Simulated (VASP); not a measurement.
A run of VASP 6.6.1:

The input POSCAR:

```
ZnO                                     
1.0
    3.2367608139      0.0000000000      0.0000000000
   -1.6183804069      2.8031170908      0.0000000000
    0.0000000000      0.0000000000      5.2238626343
  Zn              O             
     2     2
Direct
     0.3333333332999970    0.6666666667000030    0.4999835651137493
     0.6666666667000030    0.3333333332999970    0.9999835651137564
     0.6666666667000030    0.3333333332999970    0.3790264348862517
     0.3333333332999970    0.6666666667000030    0.8790264348862517
```

File INCAR.step1:

```
SYSTEM = ZnO
ALGO = Normal ; EDIFF = 1E-5
ENCUT = 520 ; GGA = PE
ISIF = 2 ; ISMEAR = 0
KPAR = 2 ; LASPH = .TRUE.
LCHARG = .FALSE. ; LREAL = .FALSE.
LWAVE = .TRUE. ; NELM = 80
PREC = Accurate ; SIGMA = 0.03
```

INCAR.step2

```
SYSTEM = ZnO
ALGO = Normal ; EDIFF = 1E-6
ENCUT = 520 ; ISIF = 2
ISMEAR = 0 ; ISTART = 1
KPAR = 2 ; LASPH = .TRUE.
LCHARG = .FALSE. ; LREAL = .FALSE.
LWAVE = .FALSE. ; METAGGA = MBJ
NELM = 80 ; PREC = Accurate
SIGMA = 0.03
```

Contents of KPOINTS:

```
k-points
0
G
  9 9 5
  0 0 0
```

KPOINTS_OPT

```
explicit points
213
Reciprocal
 0.0000000000  0.0000000000  0.0000000000 1
 0.0357142857  0.0000000000  0.0000000000 1
 0.0714285714  0.0000000000  0.0000000000 1
 0.1071428571  0.0000000000  0.0000000000 1
 0.1428571429  0.0000000000  0.0000000000 1
 0.1785714286  0.0000000000  0.0000000000 1
[... 205 lines left out ...]
 0.5000000000  0.0000000000  0.0289980000 1
 0.5000000000  0.0000000000 -0.0289980000 1
```

Potentials or basis: VASP PAW PBE potentials, release 64 (Zn, O).

Launch:

```sh
$ cat potpaw_PBE.64/Zn/POTCAR potpaw_PBE.64/O/POTCAR > POTCAR
$ cp INCAR.step1 INCAR
$ mpirun -np 2 vasp_std > vasp.out
$ cp INCAR.step2 INCAR
$ mpirun -np 2 vasp_std > vasp.out
```

Hardware: 2 MPI ranks on Intel(R) Xeon(R) Platinum 8375C CPU @ 2.90GHz (Ice Lake), on a shared host.

Problem. How long does it take, and how much memory?

Solution. It took 100 s on 2 MPI ranks on Intel(R) Xeon(R) Platinum 8375C CPU @ 2.90GHz (Ice Lake), with other jobs on the host, peak memory 0.19 GiB a rank. Counts: scf iterations 97, k points 36.
